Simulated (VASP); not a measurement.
# InP (F-43m) in VASP: a series of runs, part 2 of 2

VASP 6.6.1. Earlier steps stand in the parts before.

### 3 Band structure, r2SCAN, spin-orbit coupling, no magnetisation

INCAR reads:

```
ALGO = Normal
EDIFF = 1E-7
ENCUT = 520
GGA_COMPAT = False
ISIF = 2
ISMEAR = -1
LASPH = True
LCHARG = False
LMIXTAU = True
LNONCOLLINEAR = True
LORBIT = 11
LREAL = False
LSORBIT = True
LWAVE = False
MAGMOM = 0 0 0 0 0 0
METAGGA = R2SCAN
NELM = 60
PREC = Accurate
SIGMA = 0.05
```

KPOINTS reads:

```
k-points
0
Gamma
  6 6 6
```

POSCAR reads:

```
InP
1.0
    0.0000000000      2.9305000000      2.9305000000
    2.9305000000      0.0000000000      2.9305000000
    2.9305000000      2.9305000000      0.0000000000
In P
1 1
Direct
    0.0000000000      0.0000000000      0.0000000000
    0.7500000000      0.7500000000      0.7500000000
```

KPOINTS_OPT reads:

```
path GXWKGLUWLK,UX
10
line-mode
reciprocal
 0.0000000000  0.0000000000  0.0000000000  G
 0.5000000000  0.0000000000  0.5000000000  X

 0.5000000000  0.0000000000  0.5000000000  X
 0.5000000000  0.2500000000  0.7500000000  W

 0.5000000000  0.2500000000  0.7500000000  W
 0.3750000000  0.3750000000  0.7500000000  K

 0.3750000000  0.3750000000  0.7500000000  K
 0.0000000000  0.0000000000  0.0000000000  G

 0.0000000000  0.0000000000  0.0000000000  G
 0.5000000000  0.5000000000  0.5000000000  L

 0.5000000000  0.5000000000  0.5000000000  L
 0.6250000000  0.2500000000  0.6250000000  U

 0.6250000000  0.2500000000  0.6250000000  U
 0.5000000000  0.2500000000  0.7500000000  W

 0.5000000000  0.2500000000  0.7500000000  W
 0.5000000000  0.5000000000  0.5000000000  L

 0.5000000000  0.5000000000  0.5000000000  L
 0.3750000000  0.3750000000  0.7500000000  K

 0.6250000000  0.2500000000  0.6250000000  U
 0.5000000000  0.0000000000  0.5000000000  X
```

Potentials or basis: VASP PAW PBE potentials, release 64 (In_d, P).

Run with:

```sh
$ cat potpaw_PBE.64/In_d/POTCAR potpaw_PBE.64/P/POTCAR > POTCAR
$ mpirun -np 1 vasp_ncl > vasp.out
```

OUTCAR:

```text
EDIFF = 1E-7
   ENCUT = 520
   ISIF = 2
   ISMEAR = -1
   LASPH = True
   LNONCOLLINEAR = True
   LORBIT = 11
   LREAL = False
   LSORBIT = True
   METAGGA = R2SCAN
   NELM = 60
   PREC = Accurate

 ion  position               nearest neighbor table
   1  0.000  0.000  0.000-   2 2.54   2 2.54   2 2.54   2 2.54
   2  0.750  0.750  0.750-   1 2.54   1 2.54   1 2.54   1 2.54

  LATTYP: Found a face centered cubic cell.
 ALAT       =     5.8610000000

  Lattice vectors:

 A1 = (   0.0000000000,   2.9305000000,   2.9305000000)
[... 899 lines left out ...]
     0.0000000     0.0000000     0.0000000     0.0000000     0.0000000
     0.0000000     0.0000000     0.0000000     0.0000000     0.0000000
 l=   3
     0.0000000     0.0000000     0.0000000     0.0000000     0.0000000     0.0000000     0.0000000
     0.0000000     0.0000000     0.0000000     0.0000000     0.0000000     0.0000000     0.0000000
     0.0000000     0.0000000     0.0000000     0.0000000     0.0000000     0.0000000     0.0000000
     0.0000000     0.0000000     0.0000000     0.0000000     0.0000000     0.0000000     0.0000000
     0.0000000     0.0000000     0.0000000     0.0000000     0.0000000     0.0000000     0.0000000
     0.0000000     0.0000000     0.0000000     0.0000000     0.0000000     0.0000000     0.0000000
     0.0000000     0.0000000     0.0000000     0.0000000     0.0000000     0.0000000     0.0000000

 total charge

# of ion       s       p       d       tot
------------------------------------------
    1        0.816   0.807   9.904  11.527
    2        1.015   1.521   0.000   2.536
--------------------------------------------------
tot          1.831   2.327   9.904  14.063

 magnetization (x)

# of ion       s       p       d       tot
------------------------------------------
    1        0.000  -0.000   0.000  -0.000
    2        0.000   0.000   0.000   0.000
--------------------------------------------------
tot          0.000   0.000   0.000   0.000

 magnetization (y)

# of ion       s       p       d       tot
------------------------------------------
    1        0.000   0.000   0.000   0.000
    2       -0.000   0.000   0.000  -0.000
--------------------------------------------------
tot         -0.000   0.000   0.000   0.000

 magnetization (z)

# of ion       s       p       d       tot
------------------------------------------
    1       -0.000   0.000   0.000   0.000
    2        0.000   0.000   0.000   0.000
--------------------------------------------------
tot         -0.000   0.000   0.000   0.000
```

OSZICAR:

```text
N       E                     dE             d eps       ncg     rms          rms(c)
DAV:   1     0.129772029816E+03    0.12977E+03   -0.84283E+03  1144   0.162E+03
DAV:   2    -0.194486699563E+02   -0.14922E+03   -0.14436E+03  1152   0.391E+02
DAV:   3    -0.352121952824E+02   -0.15764E+02   -0.15379E+02  1460   0.142E+02
DAV:   4    -0.358840936480E+02   -0.67190E+00   -0.66954E+00  1422   0.292E+01
DAV:   5    -0.359235158547E+02   -0.39422E-01   -0.39416E-01  1958   0.631E+00    0.761E+00
DAV:   6    -0.323041574720E+02    0.36194E+01   -0.21946E+00  1404   0.395E+01    0.414E+00
DAV:   7    -0.321934506057E+02    0.11071E+00   -0.74708E-01  1226   0.132E+01    0.241E+00
DAV:   8    -0.322509487213E+02   -0.57498E-01   -0.32900E-01  1154   0.803E+00    0.136E+00
DAV:   9    -0.322258628765E+02    0.25086E-01   -0.23381E-01  1152   0.561E+00    0.601E-01
DAV:  10    -0.322419610361E+02   -0.16098E-01   -0.31667E-02  1168   0.194E+00    0.186E-01
[... 51 further cycles ...]
DAV:   1     0.606535764632E+04   -0.64983E+04      624
DAV:   2     0.431729809840E+04   -0.17481E+04      632
DAV:   3     0.413880654203E+04   -0.17849E+03      770
DAV:   4     0.413202577402E+04   -0.67808E+01      822
DAV:   5     0.413161078862E+04   -0.41499E+00     1136
DAV:   6     0.413160715941E+04   -0.36292E-02      928
DAV:   7     0.413160696782E+04   -0.19158E-03     1072
DAV:   8     0.413160696429E+04   -0.35310E-05     1064
DAV:   9     0.413160696417E+04   -0.12352E-06      744
DAV:  10     0.413160696416E+04   -0.99835E-08      672
```

stdout:

```text
POSCAR found type information on POSCAR InP
 POSCAR found :  2 types and       2 ions
 scaLAPACK will be used
 -----------------------------------------------------------------------------
|                                                                             |
|                                                                             |
|     You enforced a specific xc type in the INCAR file but a different       |
|     I HOPE YOU KNOW WHAT YOU ARE DOING!                                     |
|                                                                             |
 -----------------------------------------------------------------------------

 LDA part: xc-table for (None), standard interpolation
 POSCAR, INCAR and KPOINTS ok, starting setup
 FFT: planning ... GRIDC
 FFT: planning ... GRID_SOFT
 FFT: planning ... GRID
 WAVECAR not read
 entering main loop
 Start KPOINTS_OPT (optional k-point list driver)
k-point batch [1-22\100]
k-point batch [23-44\100]
k-point batch [45-66\100]
k-point batch [67-88\100]
k-point batch [89-100\100]
```

Wall time 18 min (1 thread of Intel Xeon Platinum 8259CL at 2.50GHz (Skylake/Cascade Lake), shared host); peak memory 0.38 GiB.

Results:

```
Free energy                                           : -32.3170 eV
Pressure                                              : 1.5 GPa
Valence electrons inside the program's atomic spheres : In 11.53; P 2.54
```

Caveat: the PAW data sets were made with another functional, which shifts forces and pressure a little.

### 4 Band structure, SCAN

INCAR reads:

```
PREC     = Accurate       # precision mode
ENCUT    = 520            # plane-wave cutoff, eV
EDIFF    = 1E-6           # SCF threshold, eV
ISMEAR   = -1             # smearing method
SIGMA    = 0.05           # smearing width, eV
LREAL    = F              # projectors in reciprocal space
LASPH    = T              # aspherical terms in the spheres
NELM     = 60             # most SCF steps
ALGO     = Normal         # electronic algorithm
ISIF     = 2              # what is computed and relaxed
LWAVE    = F              # write WAVECAR
LCHARG   = F              # write CHGCAR
METAGGA  = SCAN           # meta-GGA
LMIXTAU  = T            
NBANDS   = 16             # bands
```

KPOINTS reads:

```
Automatic mesh
0
Gamma
  8 8 8
```

POSCAR is that of step 3.

Changes to KPOINTS_OPT since step 3:

```diff
@@ -1,3 +1,3 @@
 path GXWKGLUWLK,UX
-10
+20
 line-mode
```

Run with:

```sh
$ cat potpaw_PBE.64/In_d/POTCAR potpaw_PBE.64/P/POTCAR > POTCAR
$ mpirun -np 1 vasp_std > vasp.out
```

Run time: 5.9 min. Hardware: 1 thread of Intel Xeon Platinum 8259CL at 2.50GHz (Skylake/Cascade Lake), shared host; peak memory 0.19 GiB.

Results (log left out):

```
Free energy             : -44.3647 eV
Pressure                : 0.9 GPa
Band gap on the k mesh  : 1.06 eV, direct
Band gap along the path : 1.06 eV, direct
```

Levels at the corners of the path, in eV from the valence-band top:
| point | band 7 | band 8 | band 9 | band 10 | band 11 | band 12 |
| --- | --- | --- | --- | --- | --- | --- |
| Γ | 0.00 | 0.00 | 0.00 | 1.06 | 4.38 | 4.38 |
| X | -5.94 | -2.42 | -2.42 | 1.99 | 2.52 | 9.80 |
| X | -5.94 | -2.42 | -2.42 | 1.99 | 2.52 | 9.80 |
| W | -5.78 | -3.06 | -3.02 | 4.58 | 4.76 | 5.99 |
| W | -5.78 | -3.06 | -3.02 | 4.58 | 4.76 | 5.99 |
| K | -5.79 | -3.42 | -2.03 | 2.62 | 4.73 | 7.99 |
| K | -5.79 | -3.42 | -2.03 | 2.62 | 4.73 | 7.99 |
| Γ | 0.00 | 0.00 | 0.00 | 1.06 | 4.38 | 4.38 |
| Γ | 0.00 | 0.00 | 0.00 | 1.06 | 4.38 | 4.38 |
| L | -5.92 | -1.02 | -1.02 | 1.79 | 5.14 | 5.14 |
| L | -5.92 | -1.02 | -1.02 | 1.79 | 5.14 | 5.14 |
| U | -5.79 | -3.42 | -2.03 | 2.62 | 4.73 | 7.99 |
| U | -5.79 | -3.42 | -2.03 | 2.62 | 4.73 | 7.99 |
| W | -5.78 | -3.06 | -3.02 | 4.58 | 4.76 | 5.99 |
| W | -5.78 | -3.06 | -3.02 | 4.58 | 4.76 | 5.99 |
| L | -5.92 | -1.02 | -1.02 | 1.79 | 5.14 | 5.14 |
| L | -5.92 | -1.02 | -1.02 | 1.79 | 5.14 | 5.14 |
| K | -5.79 | -3.42 | -2.03 | 2.62 | 4.73 | 7.99 |
| U | -5.79 | -3.42 | -2.03 | 2.62 | 4.73 | 7.99 |
| X | -5.94 | -2.42 | -2.42 | 1.99 | 2.52 | 9.80 |

Caveat: the PAW data sets were made with another functional, which shifts forces and pressure a little; spin-orbit coupling is left out, which moves the levels of the heavy elements.

### 5 Band structure, SCAN, spin-orbit coupling, no magnetisation

INCAR reads:

```
SYSTEM = InP
ALGO = Normal
EDIFF = 1E-7
ENCUT = 520
GGA_COMPAT = .FALSE.
ISIF = 2
ISMEAR = -1
LASPH = .TRUE.
LCHARG = .FALSE.
LMIXTAU = .TRUE.
LORBIT = 11
LREAL = .FALSE.
LSORBIT = .TRUE.
LWAVE = .FALSE.
MAGMOM = 0 0 0 0 0 0
METAGGA = SCAN
NBANDS = 30
NELM = 60
PREC = Accurate
SIGMA = 0.05
```

KPOINTS reads:

```
k-points
0
G
  6 6 6
  0 0 0
```

POSCAR is that of step 4.

KPOINTS_OPT is that of step 4.

Run with:

```sh
$ cat potpaw_PBE.64/In_d/POTCAR potpaw_PBE.64/P/POTCAR > POTCAR
$ mpirun -np 1 vasp_ncl > vasp.out
```

Run time: 32 min. Hardware: 1 thread of Intel Xeon Platinum 8259CL at 2.50GHz (Skylake/Cascade Lake), shared host; peak memory 0.39 GiB.

It converged, with:

```yaml
Free_energy: -44.3905 eV
Pressure: 0.9 GPa
Valence_electrons_inside_the_program's_atomic_spheres: In 11.56; P 2.53
```

Caveat: the PAW data sets were made with another functional, which shifts forces and pressure a little.

### 6 Band structure, rSCAN

INCAR reads:

```
SYSTEM = InP
PREC = Accurate
ENCUT = 520
EDIFF = 1E-7
ISMEAR = -1
SIGMA = 0.05
LREAL = .False.
LASPH = .True.
NELM = 80
ALGO = Normal
ISIF = 2
LWAVE = .False.
LCHARG = .False.
METAGGA = RSCAN
LMIXTAU = .True.
```

KPOINTS reads:

```
Automatic mesh
0
Gamma
  8 8 8
  0 0 0
```

POSCAR is that of step 5.

Changes to KPOINTS_OPT since step 5:

```diff
@@ -1,3 +1,3 @@
 path GXWKGLUWLK,UX
-20
+15
 line-mode
```

Potentials or basis: VASP PAW PBE potentials, release 64 (In_d, P).

Run with:

```sh
$ cat potpaw_PBE.64/In_d/POTCAR potpaw_PBE.64/P/POTCAR > POTCAR
$ mpirun -np 1 vasp_std > vasp.out
```

Run time: 3 min. Hardware: 1 thread of Intel Xeon Platinum 8259CL at 2.50GHz (Skylake/Cascade Lake), shared host; peak memory 0.19 GiB.

Results (log left out):

* Free energy: -52.7052 eV
* Pressure: 1.4 GPa
* Band gap on the k mesh: 1.14 eV, direct
* Band gap along the path: 1.14 eV, direct

Levels at the corners of the path, in eV from the valence-band top:
```tsv
point	band 6	band 7	band 8	band 9	band 10	band 11	band 12	band 13
Γ	-11.98	0.00	0.00	0.00	1.14	4.44	4.44	4.44
X	-9.51	-5.87	-2.40	-2.40	2.00	2.54	9.87	10.29
X	-9.51	-5.87	-2.40	-2.40	2.00	2.54	9.86	10.29
W	-9.43	-5.71	-3.05	-3.00	4.57	4.79	6.03	6.59
W	-9.43	-5.71	-3.05	-3.00	4.57	4.79	6.03	6.59
K	-9.52	-5.72	-3.41	-2.01	2.64	4.75	8.01	8.03
K	-9.52	-5.72	-3.41	-2.01	2.64	4.75	8.01	8.03
Γ	-11.98	0.00	0.00	0.00	1.14	4.44	4.44	4.44
Γ	-11.98	0.00	0.00	0.00	1.14	4.44	4.44	4.44
L	-10.19	-5.87	-1.00	-1.00	1.85	5.16	5.16	7.54
L	-10.19	-5.87	-1.00	-1.00	1.85	5.16	5.16	7.54
U	-9.52	-5.72	-3.41	-2.01	2.64	4.75	8.01	8.03
U	-9.52	-5.72	-3.41	-2.01	2.64	4.75	8.01	8.03
W	-9.43	-5.71	-3.05	-3.00	4.57	4.79	6.03	6.59
W	-9.43	-5.71	-3.05	-3.00	4.57	4.79	6.03	6.59
L	-10.19	-5.87	-1.00	-1.00	1.85	5.16	5.16	7.54
L	-10.19	-5.87	-1.00	-1.00	1.85	5.16	5.16	7.54
K	-9.52	-5.72	-3.41	-2.01	2.64	4.75	8.01	8.03
U	-9.52	-5.72	-3.41	-2.01	2.64	4.75	8.01	8.03
X	-9.51	-5.87	-2.40	-2.40	2.00	2.54	9.86	10.29
```

Caveat: the PAW data sets were made with another functional, which shifts forces and pressure a little; spin-orbit coupling is left out, which moves the levels of the heavy elements.

### 7 Summary

```csv
level,spin,k mesh,gap on the mesh (eV),pressure (GPa)
r2SCAN,off,8 × 8 × 8,1.17,1.6
r2SCAN,"SOC, no magnetisation",6 × 6 × 6,-,1.5
SCAN,off,8 × 8 × 8,1.06,0.9
SCAN,"SOC, no magnetisation",6 × 6 × 6,-,0.9
rSCAN,off,8 × 8 × 8,1.14,1.4
```

Alike in all rows: task band structure; potentials or basis VASP PAW PBE potentials, release 64 (In_d, P); cell as given; cutoff (eV) 520; smearing fermi-dirac 0.05 eV.

On the cell as given the gap runs from 1.06 eV (SCAN) to 1.17 eV (r2SCAN). The pressure there spans 0.9 GPa (SCAN) to 1.6 GPa (r2SCAN); a positive pressure means that this level wants a larger cell, a negative one a smaller.

Caveats: the PAW data sets were made with another functional, which shifts forces and pressure a little; spin-orbit coupling is left out, which moves the levels of the heavy elements (some runs).

Absolute energies hang on the potentials; compare differences alone.

### 8 Against experiment

Step 2. A measured gap of InP is 1.4236 eV (direct; 1.6 K; a printed reference work, data compilation); the calculated 1.17 eV misses it by -0.25 eV. Spin-orbit coupling on In is left out. The value is that of r2SCAN, without temperature or zero-point motion.

Step 4. Against the measured gap of InP, 1.4236 eV (direct; 1.6 K; a printed reference work, data compilation), the calculated 1.06 eV is off by -0.36 eV. Spin-orbit coupling on In is left out. The value is that of SCAN, without temperature or zero-point motion.

Step 6. Measured gap of InP: 1.4236 eV (direct; 1.6 K; a printed reference work, data compilation). This calculation gives 1.14 eV (-0.29 eV). Spin-orbit coupling on In is left out. The value is that of rSCAN, without temperature or zero-point motion.
